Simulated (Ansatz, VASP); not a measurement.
# Re: VASP beside Ansatz

```
Re
1.0
     2.76080    0.00000    0.00000
    -1.38040    2.39092    0.00000
     0.00000    0.00000    4.45820
Re
2
Direct
  0.66667 0.33333 0.75000
  0.33333 0.66667 0.25000
```

Alike in both runs: task single point; functional LDA; k mesh 11 × 11 × 6; occupations fermi-dirac, width 0.05 eV; no spin polarisation.

|  | VASP | Ansatz |
| --- | --- | --- |
| version | VASP 6.6.1 | Ansatz 0.2.0 |
| potentials or method | VASP PAW LDA potentials, release 64 (Re), cutoff 520 eV | all-electron LAPW, scalar-relativistic |

VASP gave:

| Property | Result |
| --- | --- |
| gap on the k mesh at the Fermi level (eV) | none |
| pressure (GPa) | -8.9 |
| largest component of the traceless stress (GPa) | 0.36 |

Which values does Ansatz return?

gap on the k mesh at the Fermi level (eV): none; pressure (GPa): -10.0; largest component of the traceless stress (GPa): 0.24.

A gap of «none» marks a metal or a gap that the smearing closes. Ansatz ran all-electron here, so the differences hold the error of VASP's frozen core and of both bases.

The runs have no spin-orbit coupling, so splittings on Re are missing.
